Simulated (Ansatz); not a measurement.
Input and output of a relaxation of cell and atoms on BN built on the zincblende prototype (the plane-wave code Ansatz, PBEsol). The start is a rough guess from atomic radii.

input.yaml:
```yaml
crystal:
  lattice:
    - [0.0, 1.685862786, 1.685862786]
    - [1.685862786, 0.0, 1.685862786]
    - [1.685862786, 1.685862786, 0.0]
  atoms:
    - { symbol: B, position: [0.0, 0.0, 0.0] }
    - { symbol: "N", position: [0.25, 0.25, 0.25] }
kpoints:
  mp_grid: { grid: [10, 10, 10] }
hamiltonian:
  xc: pbesol
scf:
  occupations: { method: fermi_dirac, width: 0.03 }
relax:
  f_tol: 0.01
  cell: {}
  max_steps: 120
```

Run as `ansatz run input.yaml --threads 2 --pin off --max-ram 2211MiB --backend cpu --events-out ev --progress --plain --runs-dir out`. It took 9.3 s on 2 threads of Intel(R) Xeon(R) Processor @ 2.50GHz (Skylake/Cascade Lake), with other jobs on the host; peak host memory 0.3 GiB.

Main lines of the log:
```
Functional definition: PBEsol
Crystal: 2 atoms, lattice volume = 9.583 Å³
Basis set: ecut = 420 eV, 169 PW (Γ)
Bands: 8, of which v1, the nominal top of the filled ones, is band 4 counted from 1 (3 counted from 0)
Symmetry: 24 space group operations
Space group: F-43m (ITA 216)
k-points: 47 of 1000 (time reversal used)
preconditioner: auto → none  [insulator: Δε(μ)=4.342 eV  σ=0.030 eV  ℏωp=33.9 eV]
relax step 1: F+E_penalty+E_count = -533.19903440 eV  P = +111.622 GPa  Ω = 9.583 Å³
relax step 2: F+E_penalty+E_count = -533.68036256 eV  P = +43.733 GPa  Ω = 10.620 Å³
relax step 3: F+E_penalty+E_count = -533.79763363 eV  P = +7.222 GPa  Ω = 11.415 Å³
relax step 4: F+E_penalty+E_count = -533.80076718 eV  P = -0.093 GPa  Ω = 11.607 Å³
relax step 5: F+E_penalty+E_count = -533.80078163 eV  P = -0.002 GPa  Ω = 11.604 Å³
relax step 6: F+E_penalty+E_count = -533.83508604 eV  P = +3.874 GPa  Ω = 11.604 Å³  (SCF on a basis re-selected at this cell)
relax step 7: F+E_penalty+E_count = -533.83571001 eV  P = +0.265 GPa  Ω = 11.710 Å³
relax step 8: F+E_penalty+E_count = -533.83566037 eV  P = +0.008 GPa  Ω = 11.718 Å³
relax step 9: F+E_penalty+E_count = -533.83649960 eV  P = +0.051 GPa  Ω = 11.718 Å³  (SCF on a basis re-selected at this cell)
relax step 10: F+E_penalty+E_count = -533.83648927 eV  P = -0.000 GPa  Ω = 11.719 Å³
relax step 11: F+E_penalty+E_count = -533.83648927 eV  P = -0.001 GPa  Ω = 11.719 Å³  (SCF on a basis re-selected at this cell)
SCF converged after 4 iterations
Free energy (F): -533.836489 eV
Fermi energy:    13.407960 eV
--- Per-component energies (eV) ---
  E_band       = 26.596388
  E_kinetic    = 185.423966
  E_local      = -173.624739
  E_nonlocal   = 56.768501
  E_hartree    = 48.234338
  E_xc         = -92.783261
  E_vxc        = -115.835177
  E_paw        = -198.588053
  E_vpaw       = -22.604941
  E_ewald      = -359.310152
  E_core_change = 0.042810
--- Forces (eV/Å), atoms counted from 1 ---
  atom   1  B       0.00000      0.00000      0.00000
  atom   2  N       0.00000      0.00000      0.00000
--- Stress (GPa, compression-positive) ---
       -0.000563       0.000000       0.000000
        0.000000      -0.000563       0.000000
        0.000000       0.000000      -0.000563
  P = ⅓ Tr σ = -0.0006 GPa (-0.006 kbar)
--- Relaxed structure (8 steps of the walk, 8 accepted, 3 SCFs on fresh bases) ---
  F+E_penalty+E_count = -533.83648927 eV
  cell:  # Å, volume = 11.7194 Å³
    - [0.000000, 1.802844, 1.802844]
    - [1.802844, 0.000000, 1.802844]
    - [1.802844, 1.802844, 0.000000]
  atoms:
    - { symbol: B, position: [0.000000, 0.000000, 0.000000] }
    - { symbol: N, position: [0.250000, 0.250000, 0.250000] }
```

The walk took 8 steps and changed the volume by +22.3 %. The last SCF, on a fresh basis, lies 319 meV an atom below the first. Final cell: space group F-43m (No. 216), cubic; a = 3.606 Å in the conventional setting, 5.86 Å³ an atom. Around B lie 4 N at 1.56 Å; around N lie 4 B at 1.56 Å.

Calculated for a static, non-magnetic cell.
